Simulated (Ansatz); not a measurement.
# H4NF: the cost of one run

Program: Ansatz 0.2.0. Level of theory: DFT, PBE, plane-wave PAW, default files, scalar-relativistic, as far as a step names no other. These are calculated values, not measurements.

## 1. Starting point

Symmetry: R3c, No. 161, trigonal system. The conventional cell has a = 8.429 Å, b = 8.429 Å, c = 16.063 Å, α = 90.00°, β = 90.00°, γ = 120.00°. H (site symmetry 3) is surrounded by 1 N at 1.03 Å. Around H (site symmetry 1) lie 1 N at 1.04 Å. N (site symmetry 3) has 4 H at 1.03 to 1.04 Å as nearest neighbours. Around N (site symmetry 1) lie 4 H at 1.04 Å. Only part of the 10 independent sites is listed.

Coordinates:

```
H N F
1.0
     4.21447    2.43323    5.35433
    -4.21447    2.43323    5.35433
     0.00000   -4.86645    5.35433
H N F
32 8 8
Cartesian
  0.0000 0.0000 12.9480
  0.0000 0.0000 4.9165
  0.9310 0.2593 11.5273
  -0.2409 -0.9360 11.5273
  -0.6901 0.6766 11.5273
  0.6901 0.6766 3.4958
  0.2409 -0.9360 3.4958
  -0.9310 0.2593 3.4958
  -1.7594 1.4695 5.6028
  2.1523 0.7889 5.6028
  -0.3929 -2.2584 5.6028
  0.3929 2.6080 8.2800
  2.0621 -1.6443 8.2800
  -2.4551 -0.9637 8.2800
  -2.3693 -0.0788 5.2848
  1.1164 2.0913 5.2848
  1.2529 -2.0125 5.2848
  -1.2529 2.8540 7.9620
  3.0980 -0.3419 7.9620
  -1.8452 -2.5120 7.9620
  -3.2751 1.3520 4.9191
  2.8084 2.1603 4.9191
  0.4667 -3.5123 4.9191
  -0.4667 1.3542 7.5962
  1.4061 -0.2729 7.5962
  -0.9394 -1.0812 7.5962
  -3.0463 0.7757 6.5249
  2.1949 2.2503 6.5249
  0.8514 -3.0260 6.5249
  -0.8514 1.8405 9.2021
  2.0196 -0.1829 9.2021
  -1.1682 -1.6575 9.2021
  0.0000 0.0000 11.9154
  0.0000 0.0000 3.8839
  -2.6179 0.8857 5.5795
  2.0760 1.8243 5.5795
  0.5419 -2.7101 5.5795
  -0.5419 2.1564 8.2567
  2.1384 -0.6089 8.2567
  -1.5965 -1.5475 8.2567
  0.0000 0.0000 14.7508
  0.0000 0.0000 6.7193
  2.2102 0.6743 10.5973
  -0.5211 -2.2512 10.5973
  -1.6891 1.5769 10.5973
  1.6891 -3.2895 7.9201
  -3.6934 0.1820 7.9201
  2.0043 3.1075 7.9201
```

## 2. First run, atoms as given

input.yaml

```yaml
crystal:
  lattice:
    - [4.214471392, 2.4332261927, 5.3543309033]
    - [-4.214471392, 2.4332261927, 5.3543309033]
    - [0.0, -4.8664523854, 5.3543309033]
  atoms:
    - { symbol: H, position: [0.80607667, 0.80607667, 0.80607667] }
    - { symbol: H, position: [0.30607667, 0.30607667, 0.30607667] }
    - { symbol: H, position: [0.84585001, 0.62494018, 0.6821053] }
    - { symbol: H, position: [0.62494018, 0.6821053, 0.84585001] }
    - { symbol: H, position: [0.6821053, 0.84585001, 0.62494018] }
    - { symbol: H, position: [0.34585001, 0.1821053, 0.12494018] }
    - { symbol: H, position: [0.1821053, 0.12494018, 0.34585001] }
    - { symbol: H, position: [0.12494018, 0.34585001, 0.1821053] }
    - { symbol: H, position: [0.24072713, 0.65819373, 0.14749097] }
    - { symbol: H, position: [0.65819373, 0.14749097, 0.24072713] }
    - { symbol: H, position: [0.14749097, 0.24072713, 0.65819373] }
    - { symbol: H, position: [0.74072713, 0.64749097, 0.15819373] }
    - { symbol: H, position: [0.64749097, 0.15819373, 0.74072713] }
    - { symbol: H, position: [0.15819373, 0.74072713, 0.64749097] }
    - { symbol: H, position: [0.04251879, 0.60470465, 0.33979992] }
    - { symbol: H, position: [0.60470465, 0.33979992, 0.04251879] }
    - { symbol: H, position: [0.33979992, 0.04251879, 0.60470465] }
    - { symbol: H, position: [0.54251879, 0.83979992, 0.10470465] }
    - { symbol: H, position: [0.83979992, 0.10470465, 0.54251879] }
    - { symbol: H, position: [0.10470465, 0.54251879, 0.83979992] }
    - { symbol: H, position: [0.01029344, 0.78739307, 0.12102033] }
    - { symbol: H, position: [0.78739307, 0.12102033, 0.01029344] }
    - { symbol: H, position: [0.12102033, 0.01029344, 0.78739307] }
    - { symbol: H, position: [0.51029344, 0.62102033, 0.28739307] }
    - { symbol: H, position: [0.62102033, 0.28739307, 0.51029344] }
    - { symbol: H, position: [0.28739307, 0.51029344, 0.62102033] }
    - { symbol: H, position: [0.09793548, 0.82074608, 0.29994626] }
    - { symbol: H, position: [0.82074608, 0.29994626, 0.09793548] }
    - { symbol: H, position: [0.29994626, 0.09793548, 0.82074608] }
    - { symbol: H, position: [0.59793548, 0.79994626, 0.32074608] }
    - { symbol: H, position: [0.79994626, 0.32074608, 0.59793548] }
    - { symbol: H, position: [0.32074608, 0.59793548, 0.79994626] }
    - { symbol: "N", position: [0.74179245, 0.74179245, 0.74179245] }
    - { symbol: "N", position: [0.24179245, 0.24179245, 0.24179245] }
    - { symbol: "N", position: [0.097436, 0.71861046, 0.22601291] }
    - { symbol: "N", position: [0.71861046, 0.22601291, 0.097436] }
    - { symbol: "N", position: [0.22601291, 0.097436, 0.71861046] }
    - { symbol: "N", position: [0.597436, 0.72601291, 0.21861046] }
    - { symbol: "N", position: [0.72601291, 0.21861046, 0.597436] }
    - { symbol: "N", position: [0.21861046, 0.597436, 0.72601291] }
    - { symbol: F, position: [0.91830827, 0.91830827, 0.91830827] }
    - { symbol: F, position: [0.41830827, 0.41830827, 0.41830827] }
    - { symbol: F, position: [0.96813444, 0.44370781, 0.56735567] }
    - { symbol: F, position: [0.44370781, 0.56735567, 0.96813444] }
    - { symbol: F, position: [0.56735567, 0.96813444, 0.44370781] }
    - { symbol: F, position: [0.46813444, 0.06735567, 0.94370781] }
    - { symbol: F, position: [0.06735567, 0.94370781, 0.46813444] }
    - { symbol: F, position: [0.94370781, 0.46813444, 0.06735567] }
kpoints:
  mp_grid: { grid: [3, 3, 3] }
scf:
  occupations: { method: fermi_dirac, width: 0.02 }
hamiltonian:
  xc: pbe
  pseudopotentials: { kind: paw }
output:
  forces: true
  stress: true
  populations: true
  efg:
    quadrupole_moments_barn: { H: 0.00285783, "N": 0.02044 }
    contact_densities: true
  write_density: true
  write_potential: true
  elf: true
  volumetric_format: npy
```

Started as:

```bash
$ ansatz run input.yaml --threads 1 --pin off --max-ram 2560MiB --backend cpu --events-out ev --progress --plain --runs-dir out
```

What time and memory should one allow on 1 thread of Arm Neoverse V2, shared host?

About 33 s, with a peak of 0.61 GiB.
